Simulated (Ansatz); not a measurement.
# MgO: which shells make which states

```xyz
4
Lattice="3.3146 0.0000 0.0000 -1.6573 2.8705 0.0000 0.0000 0.0000 5.1219" Properties=species:S:1:pos:R:3 pbc="T T T"
Mg    0.0000    1.9137   -0.0406
Mg    1.6573    0.9568    2.5203
O     0.0000    1.9137    1.9664
O     1.6573    0.9568    4.5274
```

Atoms are numbered in the order listed.

The structure comes from a relaxation in the same program, started in the wurtzite type, and has space group P6_3mc. Whether it is a known phase or the ground state wasn't checked.

Computed with DFT, PBE, all-electron LAPW, scalar-relativistic in Ansatz 0.2.0.

Sampling and basis: a Γ-centred 15×15×8 k mesh, Fermi–Dirac smearing of 0.08 eV, basis error target 1 meV/atom, no spin polarisation.

Weights are projections on a minimal set of Löwdin-orthogonalised atomic shells, summed over atoms of an element; the rest lies outside that basis, and weights on diffuse cation s shells are inflated where empty shells are missing from it. Energies are in eV from the valence-band top.

Points: Γ (0.000, 0.000, 0.000), L (0.500, 0.000, 0.500).

```csv
state,character
"Γ, -3.12 eV",?
"Γ, -0.59 eV (×2)",O 2p 98 %
"Γ, -0.30 eV (×2)",O 2p 98 %
"Γ, 0.00 eV",?
"L, -2.95 eV (×2)",?
"L, -0.78 eV (×2)",O 2p 97 %
"L, -0.65 eV (×2)",O 2p 97 %
```

Task: Fill in "character" for the row "Γ, 0.00 eV".

Result: O 2p 99 %.

Task: What belongs in the row "Γ, -3.12 eV", column "character"?

Result: O 2p 86 %, Mg 3s 9 %.

Task: Give the missing entry: row "L, -2.95 eV (×2)", column "character".

Result: O 2p 81 %, Mg 3s 16 %.
